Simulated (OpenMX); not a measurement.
TiSi2 under changes of volume

One of the cells (13.981 Å³/atom); the others are scaled copies at fixed shape and fractional positions:

```
Ti Si
1.0
     0.00000    4.11752    4.26290
     2.38951    0.00000    4.26290
     2.38951    4.11752    0.00000
Ti Si
2 4
Direct
  0.75000 0.75000 0.75000
  0.50000 0.50000 0.50000
  0.41257 0.08743 0.41257
  0.08743 0.41257 0.08743
  0.16257 0.83743 0.16257
  0.83743 0.16257 0.83743
```

The cell is a database's computed one.

| Item | Value |
| --- | --- |
| Program | OpenMX 3.8.5 |
| Functional | LDA |
| Potentials or basis | OpenMX 2013 LDA set, Ti7.0-s3p2d2, Si7.0-s2p2d1, fixed grid of 45 × 45 × 45 points |
| k mesh | 7 × 7 × 7 |
| Occupations | fermi-dirac, width 0.05 eV |
| Spin | no spin polarisation |

```csv
volume (Å³/atom),energy over the lowest point (meV/atom),largest force (eV/Å)
13.142,?,?
13.421,0.00,0.055
13.701,0.36,0.042
13.981,6.07,0.032
14.260,16.58,0.023
14.540,31.37,0.015
14.820,50.00,0.009
```

**Question.** What does the run at 13.142 Å³/atom give?

**Answer.** Energy over the lowest point 5.63 meV/atom; largest force 0.070 eV/Å.

Worked out: A Birch-Murnaghan fit of order 3 (a polynomial in V^(-2/3)) to the other rows has its minimum at 13.54 Å³/atom with B0 = V·E''(V) = 159 GPa and B' = 4.5 at fixed shape and positions, which overstates the stiffness. It gives 5.65 meV/atom at 13.142 Å³/atom, against the run's 5.63.

Energies are extrapolated to zero smearing.

Caveats: the basis of atomic orbitals isn't converged, which shifts pressures, moduli and gaps.
